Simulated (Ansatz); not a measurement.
Runs of Ansatz 0.2.0 on InAs. Symmetry: Fm-3m, No. 225, cubic system. The conventional cell has a = 5.755 Å, b = 5.755 Å, c = 5.755 Å, α = 90.00°, β = 90.00°, γ = 90.00°. In (site symmetry m-3m) has 6 As at 2.88 Å as nearest neighbours. As (site symmetry m-3m) is surrounded by 6 In at 2.88 Å. Measurements of this composition are mostly on another form, of space group No. 216.

| task | level | cell | k mesh | smearing | gap on the mesh (eV) | pressure (GPa) | relaxed volume (Å³/atom) |
| --- | --- | --- | --- | --- | --- | --- | --- |
| single point | PBE | as given | 8 × 8 × 8 | gaussian 0.03 eV | none | 0.0 | - |
| relaxation of cell and atoms | revPBE+D3(BJ) | relaxed | 8 × 8 × 8 | fermi-dirac 0.05 eV | none | 0.0 | 22.43 |
| phonons | LDA | as given | 6 × 6 × 6 | fermi-dirac 0.05 eV | none | - | - |
| relaxation of cell and atoms | revPBE+D4 | relaxed | 8 × 8 × 8 | fermi-dirac 0.05 eV | none | 0.0 | (a) |
| relaxation of cell and atoms | RPBE+D4 | relaxed | 8 × 8 × 8 | fermi-dirac 0.05 eV | none | 0.0 | 22.57 |

Alike in all rows: potentials or basis Ansatz PAW; no spin polarisation; cutoff (eV) 420.

Q: Fill in the values left out.

A: (a) 22.64.

Caveats: the PAW data sets come from PBE, with cores solved anew for the run's functional, which leaves a small shift of forces and pressure (some runs); the plane-wave basis is chosen anew once the cell has moved, so the energies of steps on either side of that aren't comparable (some runs); pairwise dispersion overbinds metals, which lowers pressure and volume (some runs).

A k mesh can miss the band edges, and the runs leave out spin-orbit coupling on As, In.

A gap of «none» marks a metal or a gap under the smearing width.
